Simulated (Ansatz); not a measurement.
The system is HfC.

```
Hf C
1.0
     0.00000    2.32500    2.32500
     2.32500    0.00000    2.32500
     2.32500    2.32500    0.00000
Hf C
1 1
Direct
  0.50000 0.50000 0.50000
  0.00000 0.00000 0.00000
```

```yaml
Program: Ansatz 0.2.0
Task: relaxation of cell and atoms
Functional: LDA
Potentials_or_basis: Ansatz PAW
Cutoff: "420 eV (not typed: the program's choice for these potentials)"
k_mesh: 10 × 10 × 10
Occupations: fermi-dirac, width 0.05 eV
Spin: no spin polarisation
```

At the start: volume 12.57 Å³/atom.

Problem. Where does the relaxation end?

Solution. It ends after 7 steps and the volume is 11.95 Å³/atom (-4.9 %); space group Fm-3m (No. 225, to 0.05 Å).

Step by step:
```csv
step,energy change (eV),largest force (eV/Å),volume (Å³)
1,0.0000,0.0000,25.14
2,-0.0198,0.0000,22.99
3,-0.0491,0.0000,23.98
4,-0.0493,0.0000,23.92
5,-0.0474,0.0000,23.92
6,-0.0474,0.0000,23.91
7,-0.0474,0.0000,23.91
```

Final structure:
```yaml
crystal:
  lattice:
    - [0.00000, 2.28645, 2.28645]
    - [2.28645, 0.00000, 2.28645]
    - [2.28645, 2.28645, 0.00000]
  atoms:
    - { symbol: Hf, position: [0.50000, 0.50000, 0.50000] }
    - { symbol: C, position: [0.00000, 0.00000, 0.00000] }
```

Caveat: the plane-wave basis is chosen anew once the cell has moved, so the energies of steps on either side of that aren't comparable; the pressure holds a Pulay correction of +0.3 GPa for the finite cutoff; the PAW data sets come from PBE, with cores solved anew for the run's functional, which leaves a small shift of forces and pressure.
